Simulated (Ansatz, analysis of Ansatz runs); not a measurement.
**N on an O site in ZnO: charge-transition level against experiment**

Aim: the charge-transition level of the N on an O site in ZnO, to be set beside the measurement. Set-up: PBE, 72-site cell, PBE lattice, 420 eV, k: the single point 1/4 1/4 1/4 then 2x2x2 shifted 0.5 0.5 0.5, started with the impurity moved along one bond. The model is a cell of 72 host atoms with 1 O taken out and 1 N put in. The level is the Fermi energy at which two charge states have equal formation energy, after a correction for the images of the charge. A local or semilocal functional is the cheapest first rung.

Measured beforehand: (0/-1) level above the valence-band top: 1.4 eV (“Acceptors in ZnO”, 2015, McCluskey et al.).

Main program and level: Ansatz 0.2.0; plane-wave PAW DFT, PBE; relaxation of all atoms of a defect supercell.

Most raw output is cut from this account.

## Step 1: Starting point

The cell holds 72 atoms: 36 Zn, 35 O and 1 N. Its edges and angles: a = 9.839 Å, b = 9.839 Å, c = 10.587 Å, α = 90.0°, β = 90.0°, γ = 120.0°. It derives from ZnO (space group P6_3mc). Nearest the centre at fractional (0.444, 0.556, 0.440): N36 at 0.15 Å, Zn46 at 2.00 Å, Zn14 at 2.00 Å, Zn38 at 2.00 Å, Zn33 at 2.01 Å, O47 at 3.25 Å, O43 at 3.25 Å, O15 at 3.25 Å.

The host's primitive cell comes from a first run (plane-wave PAW DFT, PBE; relaxation of the host's cell and atoms): vectors of 3.280, 3.280 and 5.293 Å. That is 12.33 Å³ an atom, 3.6 % over the diffraction cell's volume. The supercell is built on it.

## Step 2: Relaxation, charge 0

Every later number rests on the structure around the defect, so the atoms are relaxed at the host's lattice first.

relax0/input.yaml

```yaml
relax:
  f_tol: 0.02
  max_steps: 80
  random_displacement: { amplitude: 0.02, seed: 938 }
crystal:
  lattice:
    - [9.83855991, 0.0, 0.0]
    - [-4.91927996, 8.52044282, 0.0]
    - [0.0, 0.0, 10.58650211]
  atoms:
    - { symbol: Zn, position: [0.111111111, 0.222222222, 0.249983552] }
    - { symbol: Zn, position: [0.222222222, 0.111111111, -1.6448e-05] }
    - { symbol: O, position: [0.222222222, 0.111111111, 0.189521448] }
    - { symbol: O, position: [0.111111111, 0.222222222, 0.439521448] }
    - { symbol: Zn, position: [0.111111111, 0.222222222, 0.749983552] }
    - { symbol: Zn, position: [0.222222222, 0.111111111, 0.499983552] }
    - { symbol: O, position: [0.222222222, 0.111111111, 0.689521448] }
    - { symbol: O, position: [0.111111111, 0.222222222, 0.939521448] }
    - { symbol: Zn, position: [0.111111111, 0.555555556, 0.249983552] }
    - { symbol: Zn, position: [0.222222222, 0.444444444, -1.6448e-05] }
    - { symbol: O, position: [0.222222222, 0.444444444, 0.189521448] }
    - { symbol: O, position: [0.111111111, 0.555555556, 0.439521448] }
    - { symbol: Zn, position: [0.111111111, 0.555555556, 0.749983552] }
    - { symbol: Zn, position: [0.222222222, 0.444444444, 0.499983552] }
    - { symbol: O, position: [0.222222222, 0.444444444, 0.689521448] }
    - { symbol: O, position: [0.111111111, 0.555555556, 0.939521448] }
    - { symbol: Zn, position: [0.111111111, 0.888888889, 0.249983552] }
    - { symbol: Zn, position: [0.222222222, 0.777777778, -1.6448e-05] }
    - { symbol: O, position: [0.222222222, 0.777777778, 0.189521448] }
    - { symbol: O, position: [0.111111111, 0.888888889, 0.439521448] }
    - { symbol: Zn, position: [0.111111111, 0.888888889, 0.749983552] }
    - { symbol: Zn, position: [0.222222222, 0.777777778, 0.499983552] }
    - { symbol: O, position: [0.222222222, 0.777777778, 0.689521448] }
    - { symbol: O, position: [0.111111111, 0.888888889, 0.939521448] }
    - { symbol: Zn, position: [0.444444444, 0.222222222, 0.249983552] }
    - { symbol: Zn, position: [0.555555556, 0.111111111, -1.6448e-05] }
    - { symbol: O, position: [0.555555556, 0.111111111, 0.189521448] }
    - { symbol: O, position: [0.444444444, 0.222222222, 0.439521448] }
    - { symbol: Zn, position: [0.444444444, 0.222222222, 0.749983552] }
    - { symbol: Zn, position: [0.555555556, 0.111111111, 0.499983552] }
    - { symbol: O, position: [0.555555556, 0.111111111, 0.689521448] }
    - { symbol: O, position: [0.444444444, 0.222222222, 0.939521448] }
    - { symbol: Zn, position: [0.444444444, 0.555555556, 0.249983552] }
    - { symbol: Zn, position: [0.555555556, 0.444444444, -1.6448e-05] }
    - { symbol: O, position: [0.555555556, 0.444444444, 0.189521448] }
    - { symbol: "N", position: [0.444444444, 0.555555556, 0.453690434] }
    - { symbol: Zn, position: [0.444444444, 0.555555556, 0.749983552] }
    - { symbol: Zn, position: [0.555555556, 0.444444444, 0.499983552] }
    - { symbol: O, position: [0.555555556, 0.444444444, 0.689521448] }
    - { symbol: O, position: [0.444444444, 0.555555556, 0.939521448] }
    - { symbol: Zn, position: [0.444444444, 0.888888889, 0.249983552] }
    - { symbol: Zn, position: [0.555555556, 0.777777778, -1.6448e-05] }
    - { symbol: O, position: [0.555555556, 0.777777778, 0.189521448] }
    - { symbol: O, position: [0.444444444, 0.888888889, 0.439521448] }
    - { symbol: Zn, position: [0.444444444, 0.888888889, 0.749983552] }
    - { symbol: Zn, position: [0.555555556, 0.777777778, 0.499983552] }
    - { symbol: O, position: [0.555555556, 0.777777778, 0.689521448] }
    - { symbol: O, position: [0.444444444, 0.888888889, 0.939521448] }
    - { symbol: Zn, position: [0.777777778, 0.222222222, 0.249983552] }
    - { symbol: Zn, position: [0.888888889, 0.111111111, -1.6448e-05] }
    - { symbol: O, position: [0.888888889, 0.111111111, 0.189521448] }
    - { symbol: O, position: [0.777777778, 0.222222222, 0.439521448] }
    - { symbol: Zn, position: [0.777777778, 0.222222222, 0.749983552] }
    - { symbol: Zn, position: [0.888888889, 0.111111111, 0.499983552] }
    - { symbol: O, position: [0.888888889, 0.111111111, 0.689521448] }
    - { symbol: O, position: [0.777777778, 0.222222222, 0.939521448] }
    - { symbol: Zn, position: [0.777777778, 0.555555556, 0.249983552] }
    - { symbol: Zn, position: [0.888888889, 0.444444444, -1.6448e-05] }
    - { symbol: O, position: [0.888888889, 0.444444444, 0.189521448] }
    - { symbol: O, position: [0.777777778, 0.555555556, 0.439521448] }
    - { symbol: Zn, position: [0.777777778, 0.555555556, 0.749983552] }
    - { symbol: Zn, position: [0.888888889, 0.444444444, 0.499983552] }
    - { symbol: O, position: [0.888888889, 0.444444444, 0.689521448] }
    - { symbol: O, position: [0.777777778, 0.555555556, 0.939521448] }
    - { symbol: Zn, position: [0.777777778, 0.888888889, 0.249983552] }
    - { symbol: Zn, position: [0.888888889, 0.777777778, -1.6448e-05] }
    - { symbol: O, position: [0.888888889, 0.777777778, 0.189521448] }
    - { symbol: O, position: [0.777777778, 0.888888889, 0.439521448] }
    - { symbol: Zn, position: [0.777777778, 0.888888889, 0.749983552] }
    - { symbol: Zn, position: [0.888888889, 0.777777778, 0.499983552] }
    - { symbol: O, position: [0.888888889, 0.777777778, 0.689521448] }
    - { symbol: O, position: [0.777777778, 0.888888889, 0.939521448] }
  host:
    repeats: [3, 3, 2]
    atoms:
      - { symbol: Zn, position: [0.333333333, 0.666666667, 0.499967103] }
      - { symbol: Zn, position: [0.666666667, 0.333333333, -3.2897e-05] }
      - { symbol: O, position: [0.666666667, 0.333333333, 0.379042897] }
      - { symbol: O, position: [0.333333333, 0.666666667, 0.879042897] }
basis:
  ecutwfc: 420
  xc_grid: 2
hamiltonian:
  xc: pbe
kpoints:
  mp_grid: { grid: [1, 1, 1], shift: [0.25, 0.25, 0.25] }
magnetization:
  spin_polarized: true
  initial_magnetization: 1
  spin_locking: { lock_magnetization: hard }
scf:
  occupations: { method: fermi_dirac, width: 0.01 }
  max_iter: 120
output:
  forces: true
  charged_corrections:
    epsilon: [5.21, 5.21, 5.27]
    static_epsilon: [10.56, 10.56, 11.59]
    defect_position: [0.444444, 0.555556, 0.439521]
checkpoint:
  write: "../relax0.run"
  compress: false
  write_wavefunctions: true
  write_every: 100000
```

On the command line:

```
$ ansatz run input.yaml --threads 4 --pin off --max-ram 14131MiB --backend cpu --events-out ev --progress --plain --runs-dir out
```

Wall time 3.3 min (4 threads of Intel Xeon 6975P-C (Granite Rapids), shared host); peak memory 4 GiB.

Relaxation path:

```tsv
step	energy less that of the first step (eV)	largest force component (eV/Å)
1	0.0000	0.6773
2	-0.1510	0.4834
3	-0.2768	0.1650
4	-0.2895	0.1091
5	-0.2982	0.0487
6	-0.2998	0.0275
7	-0.3000	0.0901
8	-0.3010	0.0110
9	-0.3010	0.0111
```

The atoms that moved most (Å, from the sites as typed, ahead of the random displacement):

```tsv
atom	dx	dy	dz	length
N36	-0.013	0.006	-0.152	0.152
Zn33	0.048	-0.028	0.050	0.075
Zn46	0.018	-0.052	0.008	0.056
Zn14	0.048	0.016	-0.001	0.051
O35	0.026	-0.015	-0.038	0.049
Zn37	-0.028	0.013	-0.020	0.037
O47	-0.008	0.027	0.024	0.037
O15	-0.028	-0.007	0.020	0.035
```

Neighbours of N36 at the end:

```tsv
atom	distance (Å)
Zn14	1.945
Zn46	1.947
Zn33	1.956
Zn38	2.004
O39	3.237
O43	3.244
O11	3.245
O44	3.259
O12	3.265
Zn37	3.269
O15	3.283
O47	3.287
O28	3.288
O60	3.295
O4	3.296
O68	3.297
```

Read from the output:

```
free energy                           : -139741.5037 eV
total moment                          : 1 μB
integral of the absolute spin density : 1.126 μB
spin contamination                    : 0.002947
```

The relaxation ends 4.2 meV an atom lower than the displaced start, with a largest force component of 0.011 eV/Å.

## Step 3: Relaxation, charge −1

The input displaces the atoms at random before the relaxation, so that it can leave a symmetric saddle if there is one.

relax1/input.yaml, as its differences from relax0/input.yaml of step 2:

```diff
@@ -89,2 +89,3 @@
       - { symbol: O, position: [0.333333333, 0.666666667, 0.879042897] }
+total_charge: -1
 basis:
@@ -96,6 +97,2 @@
   mp_grid: { grid: [1, 1, 1], shift: [0.25, 0.25, 0.25] }
-magnetization:
-  spin_polarized: true
-  initial_magnetization: 1
-  spin_locking: { lock_magnetization: hard }
 scf:
@@ -110,3 +107,3 @@
 checkpoint:
-  write: "../relax0.run"
+  write: "../relax1.run"
   compress: false
```

Run time: 68 s. Hardware: 4 threads; peak memory 2.3 GiB; 4.2 min of CPU time.

Step by step:

```tsv
step	energy less that of the first step (eV)	largest force component (eV/Å)
1	0.0000	1.9963
2	-0.4808	1.2701
3	-0.7038	0.1223
4	-0.7037	0.3552
5	-0.7039	0.1215
6	-0.7035	0.3596
7	-0.7091	0.0278
8	-0.7098	0.0030
```

Relaxation steps 4, 6 were tried and not accepted.

The atoms that moved most (Å, from the sites as typed, ahead of the random displacement):

```tsv
atom	dx	dy	dz	length
N36	0.005	-0.004	-0.149	0.149
Zn46	0.000	-0.075	-0.022	0.078
Zn14	0.066	0.037	-0.019	0.078
Zn33	-0.004	0.004	0.076	0.076
Zn38	-0.057	0.032	-0.024	0.070
Zn37	-0.002	0.001	-0.056	0.056
O43	-0.002	0.013	-0.043	0.045
O11	-0.011	-0.002	-0.041	0.043
```

Neighbours of N36 at the end:

```tsv
atom	distance (Å)
Zn38	1.923
Zn14	1.923
Zn46	1.924
Zn33	1.931
Zn37	3.230
O39	3.283
O35	3.290
O47	3.290
O15	3.292
O4	3.296
O11	3.296
O68	3.297
O28	3.299
O60	3.299
O43	3.299
O12	3.303
```

This step gave:

| Property | Result |
| --- | --- |
| free energy | -139734.5387 eV |

The relaxation ends 9.9 meV an atom lower than the displaced start, with a largest force component of 0.0030 eV/Å.

## Step 4: Single point, charge 0

The relaxed structure is kept, and the final numbers are taken at the final level and k-points.

This step: plane-wave PAW DFT, PBE; single point of a defect supercell.

point0/input.yaml

```yaml
crystal:
  lattice:
    - [9.83855991, 0.0, 0.0]
    - [-4.91927996, 8.52044282, 0.0]
    - [0.0, 0.0, 10.58650211]
  atoms:
    - { symbol: Zn, position: [0.111553939, 0.223478226, 0.251142967] }
    - { symbol: Zn, position: [0.222323621, 0.111218003, 0.000557797] }
    - { symbol: O, position: [0.222379426, 0.111303283, 0.190244474] }
    - { symbol: O, position: [0.108888906, 0.221201824, 0.440531415] }
    - { symbol: Zn, position: [0.109883532, 0.222506149, 0.7506843] }
    - { symbol: Zn, position: [0.221167949, 0.111691423, 0.499606481] }
    - { symbol: O, position: [0.2212431, 0.111558111, 0.689389065] }
    - { symbol: O, position: [0.11105616, 0.221909515, 0.940353751] }
    - { symbol: Zn, position: [0.112870228, 0.554739004, 0.250434926] }
    - { symbol: Zn, position: [0.223213436, 0.444707802, -0.000232688] }
    - { symbol: O, position: [0.224312196, 0.444823928, 0.18880357] }
    - { symbol: O, position: [0.110739296, 0.554475515, 0.440518725] }
    - { symbol: Zn, position: [0.109937015, 0.556205731, 0.750575839] }
    - { symbol: Zn, position: [0.228122852, 0.446441541, 0.499991358] }
    - { symbol: O, position: [0.219023155, 0.443748399, 0.69150599] }
    - { symbol: O, position: [0.111347901, 0.555902281, 0.940326047] }
    - { symbol: Zn, position: [0.111449451, 0.889020422, 0.250361268] }
    - { symbol: Zn, position: [0.222473089, 0.777757665, 0.001030141] }
    - { symbol: O, position: [0.222729613, 0.777567653, 0.190863969] }
    - { symbol: O, position: [0.112044746, 0.888758117, 0.440110383] }
    - { symbol: Zn, position: [0.110785813, 0.889529099, 0.750295588] }
    - { symbol: Zn, position: [0.22288705, 0.777219739, 0.500101022] }
    - { symbol: O, position: [0.221800837, 0.778402905, 0.689862398] }
    - { symbol: O, position: [0.111534082, 0.888969086, 0.940089417] }
    - { symbol: Zn, position: [0.444804822, 0.222202755, 0.249220642] }
    - { symbol: Zn, position: [0.555487545, 0.110925488, 0.000531638] }
    - { symbol: O, position: [0.555344791, 0.110005005, 0.190366455] }
    - { symbol: O, position: [0.44481042, 0.222870016, 0.439542985] }
    - { symbol: Zn, position: [0.442846303, 0.222931975, 0.749387178] }
    - { symbol: Zn, position: [0.555698302, 0.110465548, 0.500496838] }
    - { symbol: O, position: [0.554763881, 0.112507662, 0.689705826] }
    - { symbol: O, position: [0.444242386, 0.22168407, 0.938624817] }
    - { symbol: Zn, position: [0.447800174, 0.552440582, 0.254845661] }
    - { symbol: Zn, position: [0.555855663, 0.444457516, -0.002369648] }
    - { symbol: O, position: [0.557399101, 0.442862284, 0.185994097] }
    - { symbol: "N", position: [0.443575068, 0.556461681, 0.439460842] }
    - { symbol: Zn, position: [0.442409885, 0.557273125, 0.74820017] }
    - { symbol: Zn, position: [0.556013496, 0.445377592, 0.498394424] }
    - { symbol: O, position: [0.554620342, 0.44558058, 0.687576884] }
    - { symbol: O, position: [0.444709206, 0.555495017, 0.937897738] }
    - { symbol: Zn, position: [0.445411438, 0.88723127, 0.250509286] }
    - { symbol: Zn, position: [0.555560212, 0.77679593, -0.000225113] }
    - { symbol: O, position: [0.555343819, 0.775757107, 0.18901779] }
    - { symbol: O, position: [0.445886206, 0.888867505, 0.440575498] }
    - { symbol: Zn, position: [0.443787851, 0.890069577, 0.750796499] }
    - { symbol: Zn, position: [0.554385743, 0.771809519, 0.500889671] }
    - { symbol: O, position: [0.556405363, 0.781087744, 0.691895941] }
    - { symbol: O, position: [0.444512942, 0.889004889, 0.940540941] }
    - { symbol: Zn, position: [0.777993154, 0.22241126, 0.250135868] }
    - { symbol: Zn, position: [0.889137995, 0.111214228, 0.000877104] }
    - { symbol: O, position: [0.888974252, 0.111242206, 0.190313584] }
    - { symbol: O, position: [0.776959666, 0.222829822, 0.439919166] }
    - { symbol: Zn, position: [0.776867351, 0.223147113, 0.750919321] }
    - { symbol: Zn, position: [0.888418139, 0.111725874, 0.50116606] }
    - { symbol: O, position: [0.8878025, 0.112202467, 0.690752166] }
    - { symbol: O, position: [0.777639231, 0.222467885, 0.940443415] }
    - { symbol: Zn, position: [0.778337792, 0.555651187, 0.249102828] }
    - { symbol: Zn, position: [0.889348346, 0.44479856, 0.000357046] }
    - { symbol: O, position: [0.890078721, 0.444682415, 0.190191512] }
    - { symbol: O, position: [0.778136879, 0.55587036, 0.439327141] }
    - { symbol: Zn, position: [0.777371478, 0.557472232, 0.749459913] }
    - { symbol: Zn, position: [0.889354268, 0.444243831, 0.500568829] }
    - { symbol: O, position: [0.887406349, 0.445104395, 0.689736511] }
    - { symbol: O, position: [0.778619246, 0.55620525, 0.938662449] }
    - { symbol: Zn, position: [0.777054627, 0.888908123, 0.251269829] }
    - { symbol: Zn, position: [0.889318408, 0.778048395, 0.000564904] }
    - { symbol: O, position: [0.889164027, 0.778098157, 0.190269435] }
    - { symbol: O, position: [0.779012751, 0.891142165, 0.44055177] }
    - { symbol: Zn, position: [0.777829203, 0.890237043, 0.750904971] }
    - { symbol: Zn, position: [0.889093705, 0.779237605, 0.499585171] }
    - { symbol: O, position: [0.888785088, 0.779038839, 0.689353202] }
    - { symbol: O, position: [0.778309315, 0.889167538, 0.940549567] }
  host:
    repeats: [3, 3, 2]
    atoms:
      - { symbol: Zn, position: [0.333333333, 0.666666667, 0.499967103] }
      - { symbol: Zn, position: [0.666666667, 0.333333333, -3.2897e-05] }
      - { symbol: O, position: [0.666666667, 0.333333333, 0.379042897] }
      - { symbol: O, position: [0.333333333, 0.666666667, 0.879042897] }
basis:
  ecutwfc: 420
  xc_grid: 2
hamiltonian:
  xc: pbe
kpoints:
  mp_grid: { grid: [2, 2, 2], shift: [0.5, 0.5, 0.5] }
magnetization:
  spin_polarized: true
  initial_magnetization: 1
  spin_locking: { lock_magnetization: hard }
scf:
  occupations: { method: fermi_dirac, width: 0.01 }
  max_iter: 120
output:
  forces: true
  charged_corrections:
    epsilon: [5.21, 5.21, 5.27]
    static_epsilon: [10.56, 10.56, 11.59]
    defect_position: [0.444444, 0.555556, 0.439521]
  eigenvalues: true
checkpoint:
  read: "../relax0.run"
  write: "../point0.run"
  compress: false
  write_wavefunctions: true
  write_every: 100000
```

The job ended after 2.3 min (4 threads; peak memory 6.7 GiB; 9.1 min of CPU time).

Read from the output:

| Item | Value |
| --- | --- |
| free energy | -139740.9287 eV |
| smearing term TS | 0.005185 eV |
| total moment | 1 μB |
| integral of the absolute spin density | 1.109 μB |
| spin contamination | 0.003343 |

[end of part 1 of 2]

[Logs are printed without paths, hosts, clocks, repeated set-up lines and the standing remarks that a program may print on its own settings, such as how far it seeks lower states.]

[Hosts, paths, dates, database ids (printed as entryN), source tags and the programs' standing remarks are cut or masked in the printed files.]

[For some hosts the program warned that the k-mesh of the response run may be too coarse for force constants and the static dielectric constant; such warnings are not shown here.]
